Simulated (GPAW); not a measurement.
**Li: optical spectrum with RPBE**

Li:

```
Li
1.0
    -1.75465    1.75465    1.75465
     1.75465   -1.75465    1.75465
     1.75465    1.75465   -1.75465
Li
1
Direct
  0.00000 0.00000 0.00000
```

```json
{"Program": "GPAW 26.7.0", "Task": "optical spectrum", "Functional": "RPBE", "Potentials or basis": "the program's PAW data sets (release 1.2.1) made for this functional", "Cutoff": "600 eV", "Basis": "pw", "k mesh": "9 × 9 × 9", "Occupations": "fermi-dirac, width 0.05 eV", "Spin": "no spin polarisation", "Eta": "0.1 eV", "Response ecut": "50 eV", "Scissors": "0 eV", "Kernel": "RPA", "Maxiter": "150", "Response k mesh": "27 × 27 × 27", "Domega0": "0.05 eV", "Omega2": "10 eV", "Response bands": "11", "Directions": "[\"x\"]", "Intraband": "yes"}
```

```json
{"Band gap on the k mesh": "none (metal or under the smearing width)"}
```

Dielectric function (mean over the directions given):
```
energy (eV)  real part  imaginary part
       0.67     -92.54           28.77
       1.54     -17.18            2.43
       2.54      -5.36            0.57
       3.56      -1.78            0.90
       4.44      -0.78            0.82
       5.38      -0.81            0.67
       6.39      -0.16            0.34
       7.38       0.07            0.34
       8.25       0.21            0.24
       9.27       0.37            0.17
      10.26       0.48            0.17
      11.31       0.54            0.13
      12.19       0.61            0.12
      13.24       0.64            0.10
      14.22       0.68            0.08
      15.26       0.71            0.05
      16.21       0.74            0.04
      17.36       0.78            0.03
      18.58       0.81            0.02
      19.87       0.82            0.01
```

Wall time 100 s on 1 thread of Arm Neoverse V1, with other jobs on the host, peak memory 0.37 GiB.

Caveat: the intraband term hangs on this k mesh; the long-wavelength limit can be off by a per cent or two; independent-particle spectra lack excitons.
